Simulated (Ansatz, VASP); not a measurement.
# Cross-check of InGa31O48 (In_Ga) between VASP and Ansatz, part 2 of 2

Aim: how closely do two programs agree when they are given the same cell, functional and k mesh? The cell is taken from a series of runs on this material, whose earlier steps may have relaxed, scaled, displaced or heated it; both programs get it as it stands.

VASP 6.6.1 and Ansatz 0.2.0.

So far: Starting point; Ansatz: single point, r2SCAN.

### Step 3. VASP: single point, r2SCAN

Level of this step: r2SCAN, spin-polarised from a ferromagnetic start; plane waves and PAW (Ga_d, O, In_d) (VASP).

The same cell, functional, mesh and smearing now go to VASP, with its own data sets.

Lines of VASP's logs that name or quote its potential files are left out, and so is its time.

Input file INCAR:

```
SYSTEM = InGa31O48
PREC = Accurate
ENCUT = 580
EDIFF = 1E-06
NELM = 200
ISMEAR = -1
SIGMA = 0.01
LREAL = Auto
ALGO = Normal
METAGGA = R2SCAN
LASPH = .TRUE.
NELECT = 703
NBANDS = 408
ISPIN = 2
MAGMOM = -0 0 -0 0 -0 0 -0 -0 -0 0 -0 -0 0 -0 -0 -0 -0 0 -0 -0 0 -0 -0 -0 0 -0 -0 -0 -0 -0 -0 0.05 0.05 0.05 0 0 0 0 0.01 0.05 0.02 0 0.02 0.05 0 0.01 0 0.02 0.02 0.06 0.01 0.01 0.01 0.07 0 0.01 0.05 0 0.01 0.02 0 0.01 0.01 0.06 0 0.01 0.07 0.01 0.07 0.01 0.07 0 0.01 0.01 0.01 0.01 0.01 0.01 0.01 0.02
LORBIT = 11
LWAVE = .FALSE.
LCHARG = .FALSE.
ISIF = 2
ISYM = 0
NUPDOWN = 1
GGA_COMPAT = .FALSE.
LMIXTAU = .TRUE.
NCORE = 2
```

Input file POSCAR:

```
InGa31O48
1.0
    5.0004939056      2.8870365358      8.9651023865
   -5.0004939056      2.8870365358      8.9651023865
    0.0000000000     -5.7740729716      8.9651024187
Ga O In
31 48 1
Direct
    0.4285940349      0.4279018783      0.4266266324
    0.3236029180      0.3229360800      0.3216558601
    0.0723666465      0.0717043901      0.0703725572
    0.1779982847      0.1773684736      0.1760548333
    0.4262247711      0.4245675207      0.9340929388
    0.3230211648      0.3197331474      0.8214176344
    0.0716941660      0.0722569985      0.5721038956
    0.1791649319      0.1776468357      0.6765101746
    0.4252392760      0.9353189129      0.4242826498
    0.3203855006      0.8227166154      0.3210451572
    0.0729460620      0.5734376508      0.0697292069
    0.1782340104      0.6778108073      0.1772629883
    0.4283412996      0.9273395913      0.9272660362
    0.3210975911      0.8241723928      0.8216439372
    0.0729450897      0.5733976854      0.5692602699
    0.1723694718      0.6784729920      0.6796776709
    0.9360096518      0.4255562501      0.4233686683
    0.8233320185      0.3223220551      0.3184420226
    0.5740683041      0.0709930152      0.0710220955
    0.6784743979      0.1784949356      0.1763761012
    0.9292538909      0.4276454342      0.9260471453
    0.8236028899      0.3204730044      0.8228774244
    0.5712216922      0.0722562254      0.5721156466
    0.6816350378      0.1717116644      0.6771727866
    0.9280064358      0.9285879344      0.4263608254
    0.8247376556      0.8229461740      0.3192604443
    0.5740614081      0.5705062901      0.0710373239
    0.6791355761      0.6809692122      0.1703726716
    0.9287192236      0.9280639965      0.9268136711
    0.8229616297      0.8222541062      0.8209576032
    0.6802898259      0.6796131058      0.6783347074
    0.3750819730      0.2213016131      0.0287725713
    0.2219948371      0.0300738246      0.3730877373
    0.0306897896      0.3744549749      0.2200680385
    0.1282894128      0.2751651294      0.4724411993
    0.4743515478      0.1276032401      0.2739213075
    0.2758187550      0.4737087843      0.1263469462
    0.3758956440      0.2240145249      0.5255431799
    0.2239392519      0.0260455747      0.8740574277
    0.0299460149      0.3751656527      0.7216986935
    0.1261451029      0.2757343062      0.9718493071
    0.4736842570      0.1226719782      0.7756399065
    0.2791762336      0.4743535317      0.6237587069
    0.3758208874      0.7229197530      0.0280037512
    0.2246789885      0.5268147424      0.3739482718
    0.0266985819      0.8753906865      0.2219716227
    0.1233507619      0.7769207311      0.4717304247
    0.4750405206      0.6250496405      0.2771672064
    0.2764152063      0.9731074325      0.1241487564
    0.3598236043      0.7379871283      0.5236725404
    0.2257704474      0.5266205512      0.8733265476
    0.0251787937      0.8764475750      0.7226153581
    0.1257674423      0.7768157797      0.9723949592
    0.4736097283      0.6230503960      0.7853714253
    0.2766978443      0.9741452506      0.6242504500
    0.8760111408      0.2232943279      0.0247918108
    0.7236395409      0.0292478825      0.3739078648
    0.5274549059      0.3752034849      0.2227949474
    0.6257160450      0.2784599185      0.4730957064
    0.9738029009      0.1254805734      0.2744572307
    0.7775774855      0.4730479957      0.1213772417
    0.8752910725      0.2250673225      0.5253360178
    0.7245441750      0.0245194803      0.8751837365
    0.5256747043      0.3591165719      0.7367635806
    0.6261817714      0.2760649343      0.9729060963
    0.9742968982      0.1251156775      0.7755733044
    0.7872872636      0.4729465320      0.6217858640
    0.8771155070      0.7238920219      0.0232355412
    0.7386615497      0.5249344022      0.3578622358
    0.5273125336      0.8745866383      0.2237519863
    0.6236858929      0.7865679038      0.4717283334
    0.9747551272      0.6255454500      0.2748289224
    0.7774673517      0.9736703804      0.1238690008
    0.8754881053      0.7247002826      0.5246183291
    0.7253376893      0.5258934161      0.8735645724
    0.5265279437      0.8748199732      0.7234256069
    0.6259741581      0.7762678369      0.9716889962
    0.9737079455      0.6252909407      0.7749420813
    0.7769107328      0.9730271593      0.6240271039
    0.5708895863      0.5702031397      0.5689362264
```

Input file KPOINTS:

```
Points of the shifted mesh
1
Reciprocal
 0.2500000000  0.2500000000  0.2500000000 1
```

The projector-augmented-wave data sets are Ga_d, O and In_d (PBE family, release 64).

On the command line:

```console
> mpirun -np 8 vasp_std
```

Numbers of over 12 decimals in the logs are rounded to 6 here.

Log:

```text
[banner, memory and clock lines left out]
running    8 mpi-ranks, on    1 nodes
[...]
|                                                                             |
|               ----> ADVICE to this user running VASP <----                  |
|                                                                             |
|     You enforced a specific xc type in the INCAR file but a different       |
|     [... a line on the potential file left out ...]
|     I HOPE YOU KNOW WHAT YOU ARE DOING!                                     |
|                                                                             |

 LDA part: xc-table for (None), standard interpolation
 POSCAR, INCAR and KPOINTS ok, starting setup
[...]
entering main loop
       N       E                     dE             d eps       ncg     rms          rms(c)
DAV:   1     0.173362110464E+05    0.17336E+05   -0.25293E+05  1632   0.355E+03
DAV:   2     0.360583823007E+04   -0.13730E+05   -0.12992E+05  1632   0.107E+03
DAV:   3    -0.435715048870E+03   -0.40416E+04   -0.38196E+04  2032   0.392E+02
DAV:   4    -0.985368694094E+03   -0.54965E+03   -0.53674E+03  1888   0.151E+02
DAV:   5    -0.103857416942E+04   -0.53205E+02   -0.52763E+02  2448   0.488E+01BRMIX: very serious problems
 the old and the new charge density differ
 old charge density:   704.00000 new  703.00000
    0.459E+01
DAV:   6    -0.907494798888E+03    0.13108E+03   -0.17903E+02  2648   0.591E+01    0.173E+01
DAV:   7    -0.834021662752E+03    0.73473E+02   -0.34531E+01  2072   0.154E+01    0.929E+00
DAV:   8    -0.877374093239E+03   -0.43352E+02   -0.17150E+01  2080   0.191E+01    0.403E+00
DAV:   9    -0.825995474115E+03    0.51379E+02   -0.52854E+00  2024   0.102E+01    0.256E+00
[...]
DAV:  28    -0.832390598647E+03    0.17476E-05   -0.36635E-07   960   0.370E-03    0.743E-04
DAV:  29    -0.832390597185E+03    0.14613E-05   -0.48467E-07   960   0.292E-03    0.601E-04
DAV:  30    -0.832390597434E+03   -0.24858E-06   -0.22906E-07   960   0.191E-03
   1 F= -.83239060E+03 E0= -.83238576E+03  d E =-.966728E-02  mag=     1.0000
```

Parts of OUTCAR (step 3):

```text
  Total        0.6198034      0.6678819     -3.7291219     -0.0208642      0.0090516      0.0207126
  in kB        1.2787711      1.3779662     -7.6938812     -0.0430468      0.0186751      0.0427340
  external PRESSURE =      -1.6790480 kB  Pullay stress =       0.0000000 kB

 POSITION                                       TOTAL-FORCE (eV/Angst)
 -----------------------------------------------------------------------------------
      0.00346      0.00936     11.50333         0.004886      0.005404     -0.090638
      0.00333      0.00932      8.67997         0.001862      0.005543      0.077373
      0.00331      0.00960      1.92251         0.001236      0.007023      0.038820
      0.00315      0.00940      4.76425         0.000618     -0.003136     -0.079202
      0.00829     -2.93725     16.00168         0.001018     -0.003274     -0.043934
      0.01644     -2.88727     13.12645         0.012529     -0.015272      0.028395
     -0.00281     -2.88778      6.41951        -0.007954     -0.014845      0.074078
      0.00759     -2.87609      9.26384         0.022868      0.009864     -0.067231
     -2.55065      1.47814     16.00128        -0.005591     -0.003641     -0.041897
     -2.51190      1.44644     13.12623        -0.010851      0.006503      0.024987
[...]
-0.74728     -1.36869     16.87261        -0.009286     -0.022982     -0.014294
     -3.48758      0.00676     16.81041         0.026040      0.003122     -0.004854
      3.26391      3.03059     10.07765         0.011132     -0.013482      0.001238
[...]
-----------------------------------------------------------------------------------
    total drift:                                0.059182      0.153889     -0.025407

  FREE ENERGIE OF THE ION-ELECTRON SYSTEM (eV)
  ---------------------------------------------------
  free  energy   TOTEN  =      -832.3905974339 eV

  energy  without entropy=     -832.3809301500  energy(sigma->0) =     -832.38576379

 magnetization (x)
# of ion       s       p       d       tot
------------------------------------------
    1       -0.001  -0.001   0.000  -0.001
    2       -0.000  -0.000   0.001  -0.000
    3       -0.000  -0.000  -0.000  -0.001
    4       -0.004  -0.002   0.007   0.002
    5       -0.001  -0.002   0.001  -0.002
    6       -0.001  -0.002   0.001  -0.001
    7       -0.001  -0.001   0.000  -0.001
    8       -0.001  -0.001   0.000  -0.001
    9       -0.001  -0.002   0.001  -0.002
   10       -0.001  -0.002   0.001  -0.001
   11       -0.001  -0.001   0.000  -0.001
   12       -0.001  -0.001   0.000  -0.001
   13       -0.001  -0.001   0.001  -0.001
[...]
--------------------------------------------------
tot         -0.027   0.857   0.053   0.883

[... 3 further parts left out ...]
[key lines of the parts left out:]
E-fermi :   4.1376
```

The run ends at a pressure of -0.17 GPa, with forces up to 0.091 eV/Å.

### Step 4. Side by side

Known differences besides the potentials themselves: VASP starts from the moments at which Ansatz ended; VASP keeps PBE cores, Ansatz makes them for the functional; the cutoff is 500 eV in Ansatz and 580 eV in VASP (PREC = Accurate, projectors in real space); site moments are counted in spheres of each program's own size. Total energies have different zeros and are not compared.

The two programs side by side:

| quantity | Ansatz | VASP | difference |
| --- | --- | --- | --- |
| total moment, fixed by the input (μB) | 1.00 | 1.00 | 0.00 |
| moment on O54 (μB) | 0.07 | 0.07 | 0.00 |
| moment on O67 (μB) | 0.07 | 0.07 | 0.00 |
| moment on O71 (μB) | 0.07 | 0.07 | 0.00 |
| moment on O69 (μB) | 0.07 | 0.06 | 0.00 |
| moment on O64 (μB) | 0.06 | 0.06 | 0.00 |
| moment on O50 (μB) | 0.06 | 0.06 | 0.00 |
| moment on O44 (μB) | 0.05 | 0.05 | 0.00 |

Forces on 10 of the 80 atoms, those with the largest forces and the largest differences (eV/Å; atoms numbered as in POSCAR):

| atom | Ansatz x, y, z | VASP x, y, z |
| --- | --- | --- |
| Ga1 | -0.001, -0.003, -0.041 | 0.005, 0.005, -0.091 |
| Ga4 | 0.000, -0.002, -0.025 | 0.001, -0.003, -0.079 |
| Ga11 | -0.009, 0.010, 0.029 | -0.004, 0.020, 0.078 |
| Ga13 | 0.000, 0.017, -0.020 | 0.012, 0.014, -0.074 |
| Ga14 | -0.024, -0.003, 0.028 | -0.027, -0.004, 0.079 |
| Ga19 | 0.014, 0.005, 0.031 | 0.009, 0.006, 0.080 |
| Ga21 | -0.015, -0.007, -0.019 | 0.001, 0.005, -0.071 |
| Ga22 | 0.014, -0.021, 0.024 | 0.024, -0.030, 0.075 |
| Ga26 | 0.010, 0.026, 0.026 | 0.003, 0.030, 0.076 |
| Ga31 | -0.001, -0.002, 0.038 | 0.000, 0.006, -0.022 |

The forces differ by 24 meV/Å r.m.s., which is 95.5 % of the r.m.s. force of 0.025 eV/Å (both taken over all components). The cell carries a charge of +1 e against a uniform background, so its pressure also hangs on how the neutralising background is counted, and in a defect's cell a gap may be the spacing between its levels.

### Step 5. Results

| Quantity | Value |
| --- | --- |
| r.m.s. force difference (single point, r2SCAN) | 24 meV/Å |

What this shows: The r.m.s. force difference is 24 meV/Å (single point, r2SCAN), beyond the 12 meV/Å picked in this series as the mark of a large difference. What causes the difference of the single point, r2SCAN pair stays open here. Such differences can come from data sets, numerical settings and the points named under the comparisons, not from the functional's error against experiment.

[Lines on the potential files, build, host, timing and source positions are cut from VASP's logs without a mark.]

[Logs are printed without paths, hosts, clocks, repeated set-up lines and the standing remarks that a program may print on its own settings, such as how far it seeks lower states.]

[Hosts, paths, dates, database ids (printed as entryN), source tags and the programs' standing remarks are cut or masked in the printed files.]
